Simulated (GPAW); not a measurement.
# free-standing square Co monolayer, spacing 2.8 A: anisotropy with GPAW

Aim: the anisotropy of free-standing square Co monolayer, spacing 2.8 A from the Kohn–Sham states of one collinear run.

Method: LDA; plane waves with GPAW's PAW setups, scalar-relativistic, in GPAW 26.7.0.

### 1. Set-up

The cell holds 1 atom: 1 Co. Cell: a = 2.800 Å, b = 2.800 Å, c = 14.000 Å, α = 90.0°, β = 90.0°, γ = 90.0°. model lattice. Vacuum lies along c.

### 2. Ground-state run

All later steps read the density of this run.

Contents of order1.py:

```python
import json
import numpy as np
from ase import Atoms
from ase.parallel import paropen, parprint
from gpaw import GPAW

atoms = Atoms(['Co'],
    cell=[[2.8, 0.0, 0.0],
         [0.0, 2.8, 0.0],
         [0.0, 0.0, 14.0]],
    scaled_positions=[[0.0, 0.0, 0.5]],
    pbc=True,
    magmoms=[2.0])
atoms.calc = GPAW(mode={'name': 'pw', 'ecut': 550},
    xc='LDA',
    kpts={'size': (10, 10, 1), 'gamma': True},
    occupations={'name': 'fermi-dirac', 'width': 0.05},
    convergence={'density': 1e-05, 'energy': 1e-05},
    maxiter=200,
    txt='order1.txt')
e = atoms.get_potential_energy(force_consistent=True)
res = {'free_energy': e, 'energy_sigma0': atoms.get_potential_energy(), 'fermi_energy': atoms.calc.get_fermi_level()}
res['moments'] = atoms.get_magnetic_moments().tolist()
res['total'] = atoms.get_magnetic_moment()
parprint('site moments (muB):', np.round(res['moments'], 3))
parprint(f"total moment: {res['total']:.3f} muB")
parprint(f'free energy: {e:.6f} eV')
atoms.calc.write('order1.gpw')
with paropen('results.json', 'w') as f:
    json.dump(res, f)
```

On the command line:

```bash
$ OMP_NUM_THREADS=1 python3 order1.py > order1.log
```

Log:

```text
site moments (muB): [2.093]
total moment: 2.211 muB
free energy: -5.795835 eV

--- order1.txt ---
Input parameters:
  mode=PW(ecut=550),
  convergence={'density': 1e-05, 'energy': 1e-05},
  kpts=MonkhorstPack(size=(10, 10, 1), gamma=True),
  maxiter=200,
  occupations=Occupations(name='fermi-dirac', width=0.05),
  xc=XC(name='LDA')

Diagonalizing LCAO Hamiltonian
Converting LCAO to pw mode
   .------.
  /|      |
 * |      |
 | |      |
 | |      |
 | |      |
 | |      |
 | |      |
 | |      |
 | |      |
 Co|      |
 | |      |
 | |      |
 | |      |
 | |      |
 | |      |
 | |      |
 | .------.
 |/      /
 *------*

Atoms  # Å, Bohr magnetons
|   | symbol |        x |        y |        z |    initial magnetic moments |
|---|--------|----------|----------|----------|-----------------------------|
| 0 |     Co | 0.000000 | 0.000000 | 7.000000 | ( 0.0000,  0.0000,  2.0000) |

Unit cell  # Å
| periodic |        x |        y |         z |   lengths |    angles |
|----------|----------|----------|-----------|-----------|-----------|
|      yes | 2.800000 | 0.000000 |  0.000000 |  2.800000 | 90.000000 |
|      yes | 0.000000 | 2.800000 |  0.000000 |  2.800000 | 90.000000 |
|      yes | 0.000000 | 0.000000 | 14.000000 | 14.000000 | 90.000000 |

Number of symmetries: 16

BZ-sampling:
  Number of BZ points: 100
  Number of IBZ points: 21

  Monkhorst-Pack size: [10, 10, 1]
  Monkhorst-Pack shift: [0.05, 0.05, 0.0]

Plane wave coefficients: 3257
Cutoff: 550.0 eV

Spin-components: 2 (collinear spins)
Bands:           9
Projectors:      6
Spin-degeneracy: 1
Datatype:        complex128

Parallelization:
  kpt:    1
  domain: 1
  band:   1

Density:
  Valence electrons: 9.0
  Components: 2
  Grid points: [16 16 80]
  Charge: 0.0  # |e|

Potential:
  Grid points: [16 16 80]

[... setups left out ...]
Reference energy: -37838.266704  # eV

eigensolver:
  PPCG
  Converge bands: occupied
  niter=2

density mixing:
  MSR1-Mixer
  Pratt-step length: 0.05
  Maximum mixing coefficient: 0.75
  Old densities: 10
  SVD Regularization: 0.005
  Good broyden scale: 1.0
  Trust region scale: 1.0
  Backstep threshold: 4.0
  History deletion threshold: 6.0
  Fourier metric: weight=20.0, sigma=0.015

occupation numbers:
  Fermi-Dirac:
    width: 0.0500  # eV

poisson solver:
  ecut: 4400.0  # eV

xc functional:
  name: None

convergence criteria:
- Maximum integral of absolute [dens]ity change: 1e-05 electrons / valence electron
- Maximum [total energy] change in last 3 cyles: 1e-05 eV / valence electron
- Maximum integral of absolute [eigenst]ate change: 4e-08 eV^2 / valence electron
maximum number of iterations: 200

SCF iterations
|iter     |      energy | eigst |  dens |  magmom |
|---------|-------------|-------|-------|---------|
|iter:   1|       0s |   -6.342574 | -0.09 |       |  +2.0028|
|iter:   2|       1s |   -6.054419 | -1.11 | -0.76 |  +1.9939|
|iter:   3|       3s |   -5.766104 | -0.74 | -0.90 |  +1.9895|
|iter:   4|       4s |   -5.767094 | -2.50 | -1.26 |  +2.0409|
|iter:   5|       5s |   -5.776145 | -2.42 | -1.37 |  +2.1439|
|iter:   6|       7s |   -5.780268 | -3.03 | -1.77 |  +2.1998|
|iter:   7|       8s |   -5.780529 | -3.65 | -2.19 |  +2.2144|
|iter:   8|      10s |   -5.780465 | -4.70 | -2.70 |  +2.2118|
|iter:   9|      11s |   -5.780424 | -5.18 | -3.05 |  +2.2109|
|iter:  10|      13s |   -5.780417c| -6.29 | -3.94 |  +2.2111|
|iter:  11|      14s |   -5.780419c| -7.16 | -4.25 |  +2.2112|
|iter:  12|      15s |   -5.780420c| -7.65c| -4.83 |  +2.2112|
|iter:  13|      16s |   -5.780419c| -8.12c| -5.33c|  +2.2112|

Converged in 13 steps
Energy contributions relative to reference atoms: (reference = -37838.266704)

Energy contributions:
  Kinetic:           6.324893
  Coulomb:          -5.332444
  Zero:             -0.071663
  External:          0.000000
  Xc:               -6.685790
  Entropy:          -0.030832
  Spinorbit:         0.000000
  ----------------------------
  Free energy:      -5.795835
  Extrapolated:     -5.780419

dipole moment: (-7.504749, -7.504749, -0.000006)  # |e|*Ang

Total magnetic moment: (0.000000, 0.000000, 2.211204)

Local magnetic moments
|        x |        y |        z |
|----------|----------|----------|
| 0.000000 | 0.000000 | 2.092922 |  # Co   0

Fermi level: -3.309
Eigenvalues  # (at kpt = [0.000, 0.000, 0.000])
| band index |      eig [eV] | occ [0-1] |      eig [eV] | occ [0-1] |
|------------|---------------|-----------|---------------|-----------|
|          0 |        -7.573 |     1.000 |        -7.124 |     1.000 |
|          1 |        -6.113 |     1.000 |        -4.491 |     1.000 |
|          2 |        -5.522 |     1.000 |        -3.696 |     1.000 |
|          3 |        -4.979 |     1.000 |        -2.955 |     0.001 |
|          4 |        -4.979 |     1.000 |        -2.955 |     0.001 |
|          5 |        -4.870 |     1.000 |        -2.576 |     0.000 |
|          6 |        -2.112 |     0.000 |        -1.955 |     0.000 |
|          7 |         1.183 |     0.000 |         1.232 |     0.000 |
|          8 |         2.374 |     0.000 |         2.399 |     0.000 |

No gap
No difference between direct/indirect transitions
```

Wall time 22 s (1 MPI rank of Intel Xeon Platinum 8259CL at 2.50GHz (Skylake/Cascade Lake), shared host); peak memory 0.2 GiB.

Numbers from this step:

| Property | Result |
| --- | --- |
| magnetization | 2.211 μB |
| final state | ferromagnetic |
| largest moment | 2.093 μB |

After 13 cycles the largest moment stands at 2.09 μB.

### 3. More states at fixed density

The steps that follow sum over empty states, which the ground-state run does not converge; 10 states a spin are converged here at the frozen density and written with their wave functions.

It starts from the saved density of the lowest of the states tried.

Contents of nscf.py:

```python
from gpaw import GPAW

calc = GPAW('order1.gpw').fixed_density(
    kpts={'size': (10, 10, 1), 'gamma': True},
    nbands=14,
    convergence={'bands': 10, 'eigenstates': 1e-9},
    parallel={'domain': 1},
    txt='nscf.txt')
calc.write('nscf.gpw', mode='all')
```

On the command line:

```bash
$ OMP_NUM_THREADS=1 python3 nscf.py > nscf.log
```

Log:

```text
Input parameters:
  mode=PW(ecut=550),
  convergence={'bands': 10, 'eigenstates': 1e-09},
  gpts=array([16, 16, 80]),
  kpts=MonkhorstPack(size=(10, 10, 1), gamma=True),
  maxiter=200,
  nbands=14,
  occupations=Occupations(name='fermi-dirac', width=0.05),
  parallel={'domain': 1},
  xc=XC(name='LDA')
```

The job ended after 36 s (1 MPI rank; peak memory 0.23 GiB).

### 4. Magnetocrystalline anisotropy

Spin–orbit coupling is added in the basis of the saved states for each direction of the moments. The change in the band energy is the anisotropy energy, with no new self-consistent run.

Contents of anisotropy.py:

```python
import json
import numpy as np
from ase.parallel import paropen, parprint
from gpaw import GPAW
from gpaw.spinorbit import soc_eigenstates

calc = GPAW('nscf.gpw')
angles = [[0.0, 0.0], [90.0, 0.0], [90.0, 90.0], [90.0, 45.0], [54.7356, 45.0], [45.0, 0.0]]  # theta, phi in degrees
res = {'rows': []}
for scale in [1.0]:
    e0 = None
    for theta, phi in angles:
        soc = soc_eigenstates(calc, n2=10, scale=scale, theta=theta, phi=phi)
        e = soc.calculate_band_energy()
        e0 = e if e0 is None else e0
        orbital = soc.get_orbital_magnetic_moments()
        res['rows'].append([scale, theta, phi, 1000 * (e - e0), orbital.tolist()])
        parprint(f'scale {scale} theta {theta:6.1f} phi {phi:6.1f}  dE = {1000 * (e - e0):9.4f} meV  |L| =', np.round(np.linalg.norm(orbital, axis=1), 4))
with paropen('results.json', 'w') as f:
    json.dump(res, f)
```

On the command line:

```bash
$ OMP_NUM_THREADS=1 python3 anisotropy.py > anisotropy.log
```

Log:

```text
scale 1.0 theta    0.0 phi    0.0  dE =    0.0000 meV  |L| = [0.243]
scale 1.0 theta   90.0 phi    0.0  dE =   -3.0907 meV  |L| = [0.4138]
scale 1.0 theta   90.0 phi   90.0  dE =   -3.0907 meV  |L| = [0.4138]
scale 1.0 theta   90.0 phi   45.0  dE =   -3.0692 meV  |L| = [0.4126]
scale 1.0 theta   54.7 phi   45.0  dE =   -2.0597 meV  |L| = [0.3661]
scale 1.0 theta   45.0 phi    0.0  dE =   -1.5552 meV  |L| = [0.3404]
```

It took 4.2 s on 1 MPI rank; peak memory 0.15 GiB.

Theta from the Cartesian z axis, phi from x; spin up lies along the direction. Anisotropy, by row:

```
spin-orbit scale  theta (degrees)  phi (degrees)  band energy less that along z (meV a cell)  orbital moment of atom 1 along the direction (μB)  sum of orbital moments along the direction (μB a cell)
               1                0              0                                           0                                              0.243                                                   0.243
               1               90              0                                      -3.091                                             0.4138                                                  0.4138
               1               90             90                                      -3.091                                             0.4138                                                  0.4138
               1               90             45                                      -3.069                                             0.4126                                                  0.4126
               1            54.74             45                                       -2.06                                             0.3571                                                  0.3571
               1               45              0                                      -1.555                                             0.3292                                                  0.3292
```

### 5. Results

| Item | Value |
| --- | --- |
| state | ferromagnetic |
| largest site moment | 2.09 μB |
| spread of the directions' energies | 3.09 meV a cell |
| easiest direction tried | the plane normal to z |

In words: About the ferromagnetic state the directions differ by 3.09 meV a cell, with the plane normal to z easiest. The anisotropy comes from the force theorem at a frozen potential; it needs a check on a finer mesh, and shape anisotropy is not in it.

[Logs and program files are shortened in this print: banners, set-up blocks, solver, clock and traceback lines can be left out without a mark of their own.]

[Logs are printed without paths, hosts, clocks, repeated set-up lines and the standing remarks that a program may print on its own settings, such as how far it seeks lower states.]

[Hosts, paths, dates, database ids (printed as entryN), source tags and the programs' standing remarks are cut or masked in the printed files.]

[Where a cell is said to come from a database of computed structures, the database is the Materials Project.]
